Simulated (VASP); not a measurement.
# Al (Fmmm) in VASP: further runs

Runs on Al. Level: PBE. Tasks: single point.

All numbers are computed with VASP 6.6.1; they aren't measurements. Logs are shortened: lines on timing, memory, paths and dates and some standing lists are left out, and cuts for length are marked.

## (1) The cell of the first run

Symmetry: Fmmm, No. 69, orthorhombic system. Conventional cell: a = 3.182 Å, b = 4.473 Å, c = 4.529 Å, α = 90.00°, β = 90.00°, γ = 90.00°. Al (site symmetry mmm) is surrounded by 8 Al at 2.74 to 2.77 Å.

This isn't the form of Al at room conditions, which is fcc.

## (2) Single point, PBE (strain +0.0125 x Voigt [0, 0, 0, 1, 0, 0], atoms carried along)

INCAR

```
SYSTEM = Al
  PREC = Accurate
  ENCUT = 520
  EDIFF = 1E-6
  ISMEAR = 0
  SIGMA = 0.15
  LREAL = .FALSE.
  LASPH = .TRUE.
  NELM = 100
  ALGO = Fast
  ISIF = 2
  LWAVE = .FALSE.
  LCHARG = .FALSE.
  GGA = PE
  NBANDS = 8
```

KPOINTS

```
Automatic mesh
0
G
  20 20 20
  0 0 0
```

POSCAR

```
Al
1.0
   -1.5912186900      1.6011638068      1.6011638068
    1.5912186900     -1.5812735732      1.5812735732
    1.5912186900      1.5812735732     -1.5812735732
Al
1
Direct
    0.0000000000      0.0000000000      0.0000000000
```

Potentials or basis: VASP PAW PBE potentials, release 64 (Al).

Started as:

```sh
$ cat potpaw_PBE.64/Al/POTCAR > POTCAR
$ mpirun -np 1 vasp_std > vasp.out
```

OUTCAR:

```text
SYSTEM = Al
   PREC = Accurate
   ENCUT = 520
   EDIFF = 1E-6
   ISMEAR = 0
   LREAL = .FALSE.
   LASPH = .TRUE.
   NELM = 100
   ISIF = 2
   GGA = PE

 ion  position               nearest neighbor table
   1  0.000  0.000  0.000-

  LATTYP: Found a face centered orthorhombic cell.
 ALAT       =     3.1824373800
 B/A-ratio  =     1.4053747276
 C/A-ratio  =     1.4230523971

  Lattice vectors:

 A1 = (   0.0000000000,   3.1824373800,   0.0198902336)
 A2 = (   1.5912186900,   1.6011638068,   1.6011638068)
 A3 = (   1.5912186900,   1.5812735732,  -1.5812735732)

Analysis of symmetry for initial positions (statically):
=====================================================================
 Subroutine PRICEL returns:
 Original cell was already a primitive cell.

 Routine SETGRP: Setting up the symmetry group for a
 face centered orthorhombic supercell.

 Subroutine GETGRP returns: Found  8 space group operations
 (whereof  8 operations were pure point group operations)
 out of a pool of  8 trial point group operations.

The static configuration has the point symmetry D_2h.

Analysis of symmetry for dynamics (positions and initial velocities):
=====================================================================
 Subroutine PRICEL returns:
 Original cell was already a primitive cell.

 Routine SETGRP: Setting up the symmetry group for a
 face centered orthorhombic supercell.

 Subroutine GETGRP returns: Found  8 space group operations
 (whereof  8 operations were pure point group operations)
 out of a pool of  8 trial point group operations.

The dynamic configuration has the point symmetry D_2h.

 Subroutine INISYM returns: Found  8 space group operations
 (whereof  8 operations are pure point group operations),
 and found     1 'primitive' translations

----------------------------------------------------------------------------------------

                                     Primitive cell

  volume of cell :      16.1151

  direct lattice vectors                    reciprocal lattice vectors
    -1.591218690  1.601163807  1.601163807     0.000000000  0.312272859  0.312272859
     1.591218690 -1.581273573  1.581273573     0.314224565 -0.001963980  0.314236839
     1.591218690  1.581273573 -1.581273573     0.314224565  0.314236839 -0.001963980

  length of vectors
     2.767567161  2.744599997  2.744599997     0.441620513  0.444393660  0.444393660

  position of ions in fractional coordinates (direct lattice)
     0.000000000  0.000000000  0.000000000
[... 75 lines left out ...]
   NELM   =    100;   NELMIN=  2; NELMDL= -5     # of ELM steps
   EDIFF  = 0.1E-05   stopping-criterion for ELM
   LREAL  =      F    real-space projection
   EDIFFG = 0.1E-04   stopping-criterion for IOM
   NSW    =      0    number of steps for IOM
   IBRION =     -1    ionic relax: 0-MD 1-quasi-New 2-CG
   NFREE  =      0    steps in history (QN), initial steepest desc. (CG)
   ISIF   =      2    stress and relaxation
   ISYM   =      2    0-nonsym 1-usesym 2-fastsym
   POTIM  = 0.5000    time-step for ionic-motion
   TEBEG  =    0.0;   TEEND  =   0.0 temperature during run
   PSTRESS=    0.0 pullay stress
   NELECT =       3.0000    total number of electrons
   NUPDOWN=      -1.0000    fix difference up-down
   EMIN   =  10.00;   EMAX   =-10.00  energy-range for DOS
   EFERMI =   0.00;   METHOD = LEGACY
   ISMEAR =     0;   SIGMA  =   0.15  broadening in eV -4-tet -1-fermi 0-gaus
   EFERMI_NEDOS =   21; number of points for ismear=-14 and -15
   IALGO  =     68    algorithm
   IMIX   =      4    mixing-type and parameters
     AMIX     =   0.40;   BMIX     =  1.00
     AMIX_MAG =   1.60;   BMIX_MAG =  1.00
  volume/ion in A,a.u.               =      16.12       108.75
  Fermi-wavevector in a.u.,A,eV,Ry     =   0.934769  1.766458 11.888680  0.873793
  Thomas-Fermi vector in A             =   2.061608
   LORBIT       =      0    0 simple, 1 ext, 2 COOP (PROOUT), +10 PAW based schemes
   GGA     = PE    functional components
   LHFCALC =     F    Hartree Fock is set to
   AEXX    =    0.0000 exact exchange contribution
   IVDW    =     0    specifies the selected vdW correction
   LEPSILON=     F    determine dielectric tensor
   LRPA    =     F    only Hartree local field effects (RPA)
 non-spin polarized calculation
 RMM-DIIS sequential band-by-band and
 Gauss-broadening in eV      SIGMA  =   0.15
  energy-cutoff  :      520.00
  volume of cell :       16.12
 maximum number of plane-waves:       452
 NGX is ok and might be reduce to    24
   NGX = 11   NGY = 11   NGZ = 11

 number of electron       3.0000000 magnetization

 Free energy of the ion-electron system (eV)
  ---------------------------------------------------
  ext. energy  EPLUGINS =         0.00000000
  ---------------------------------------------------
  free energy    TOTEN  =        -3.64250006 eV

  energy without entropy =       -3.63737550  energy(sigma->0) =       -3.63993778

 E-fermi :   8.2605     XC(G=0): -10.2870

 val. band max:        8.2475196171   @ k =   0.4500  -0.4500   0.4500
 cond. band min:       8.2699468089   @ k =   0.2500   0.2000   0.1000
 fundamental gap:      0.0224271918
 Fermi energy:         8.2604582637

 k-point     1 :       0.0000    0.0000    0.0000
  band No.  band energies     occupation
      1      -3.0451      2.00000
      2      21.5775      0.00000
      3      21.6433      0.00000
      4      21.7541      0.00000
      5      23.1273      0.00000
      6      23.3058      0.00000
      7      23.4616      0.00000
      8      24.7568      0.00000
[... 243 lines left out ...]
 k-point    24 :       0.1000    0.1000   -0.0000
  band No.  band energies     occupation
      1      -2.1775      2.00000
      2      16.5997      0.00000
      3      16.9994      0.00000
      4      19.3853      0.00000
      5      22.5036      0.00000
      6      22.7322      0.00000
      7      25.0316      0.00000
      8      25.3779      0.00000

 [... further k-points ...]
[... 5 lines left out ...]
  --------------------------------------------------------------------------------------
  -------------------------------------------------------------------------------------
  Total        0.3757434      0.3811707      0.3811707      0.0000000     -0.0527521      0.0000000
  in kB       37.3567680     37.8963587     37.8963587      0.0000000     -5.2446648      0.0000000
  external PRESSURE =      37.7164951 kB  Pullay stress =       0.0000000 kB

 VOLUME and BASIS-vectors are now :
 -----------------------------------------------------------------------------
  energy-cutoff  :      520.00
  volume of cell :       16.12
      direct lattice vectors                 reciprocal lattice vectors
    -1.591218690  1.601163807  1.601163807     0.000000000  0.312272859  0.312272859
     1.591218690 -1.581273573  1.581273573     0.314224565 -0.001963980  0.314236839
     1.591218690  1.581273573 -1.581273573     0.314224565  0.314236839 -0.001963980

 POSITION                                       TOTAL-FORCE (eV/Angst)
 -----------------------------------------------------------------------------------
      0.00000      0.00000      0.00000        -0.000000      0.000000      0.000000
 -----------------------------------------------------------------------------------
    total drift:                                0.000000      0.000000     -0.000000

  FREE ENERGIE OF THE ION-ELECTRON SYSTEM (eV)
  ---------------------------------------------------
  free  energy   TOTEN  =        -3.6425000574 eV

  energy  without entropy=       -3.6373755013  energy(sigma->0) =       -3.63993778
```

OSZICAR:

```text
N       E                     dE             d eps       ncg     rms          rms(c)
DAV:   1    -0.228830446614E+01   -0.22883E+01   -0.87235E+02 18704   0.206E+02
DAV:   2    -0.366074789887E+01   -0.13724E+01   -0.13382E+01 26168   0.187E+01
DAV:   3    -0.366755830654E+01   -0.68104E-02   -0.68043E-02 22856   0.146E+00
DAV:   4    -0.366757599335E+01   -0.17687E-04   -0.17686E-04 27408   0.677E-02
DAV:   5    -0.366757605339E+01   -0.60047E-07   -0.60429E-07 23240   0.259E-03    0.129E+00
RMM:   6    -0.365278516257E+01    0.14791E-01   -0.11851E-03 18659   0.188E-01    0.750E-01
RMM:   7    -0.364248115733E+01    0.10304E-01   -0.37625E-03 21222   0.320E-01    0.120E-01
RMM:   8    -0.364249692581E+01   -0.15768E-04   -0.17738E-04 20488   0.831E-02    0.203E-02
RMM:   9    -0.364249951710E+01   -0.25913E-05   -0.23335E-05 20836   0.299E-02    0.130E-02
RMM:  10    -0.364250005744E+01   -0.54034E-06   -0.43782E-06 21220   0.131E-02
   1 F= -.36425001E+01 E0= -.36399378E+01  d E =-.512456E-02
```

Run time: 81 s. Hardware: 1 thread of Intel Xeon Platinum 8259CL at 2.50GHz (Skylake/Cascade Lake), shared host; peak memory 0.23 GiB.

What came out:

```
Free energy            : -3.6425 eV
Pressure               : 3.8 GPa
Band gap on the k mesh : none (metal or under the smearing width)
```

## (3) Single point, PBE (strain +0.0025 x Voigt [0, 0, 0, 1, 0, 0], atoms carried along)

INCAR

```
SYSTEM = Al
PREC = Accurate ; ENCUT = 520
EDIFF = 1E-7 ; ISMEAR = 0
SIGMA = 0.15 ; LREAL = .False.
LASPH = .True. ; NELM = 100
ALGO = Fast ; ISIF = 2
LWAVE = .False. ; LCHARG = .True.
GGA = PE ; LELF = .True.
LVHAR = .True. ; NBANDS = 8
```

KPOINTS

```
regular mesh
0
Gamma
  20 20 20
  0 0 0
```

POSCAR

```
Al
1.0
   -1.5912186900      1.5932077134      1.5932077134
    1.5912186900     -1.5892296666      1.5892296666
    1.5912186900      1.5892296666     -1.5892296666
Al
1
Direct
    0.0000000000      0.0000000000      0.0000000000
```

Potentials or basis: VASP PAW PBE potentials, release 64 (Al).

Started as:

```sh
$ cat potpaw_PBE.64/Al/POTCAR > POTCAR
$ mpirun -np 1 vasp_std > vasp.out
```

Wall time 100 s (1 thread of Intel Xeon Platinum 8259CL at 2.50GHz (Skylake/Cascade Lake), shared host); peak memory 0.23 GiB.

The run converged. Its results:

| Property | Result |
| --- | --- |
| Free energy | -3.6428 eV |
| Pressure | 3.8 GPa |
| Band gap on the k mesh | none (metal or under the smearing width) |

Stress tensor (GPa, compression positive):
```
 3.76  0.00  0.00
 0.00  3.76 -0.10
 0.00 -0.10  3.76
```

Levels at points of the mesh, in eV from the Fermi level:
```csv
k point,band 1,band 2,band 3,band 4,band 5
"(0.00, 0.00, 0.00)",-11.31,13.39,13.40,13.42,15.01
"(0.50, 0.00, 0.00)",-4.43,-3.92,8.32,8.36,10.15
"(0.00, 0.50, 0.00)",-4.42,-3.90,8.32,8.33,10.13
"(0.00, 0.50, 0.50)",-4.41,-3.87,8.31,8.31,10.12
"(0.50, 0.50, 0.50)",1.89,1.90,1.91,2.94,2.94
```

(Part 1 of 2 ends here.)
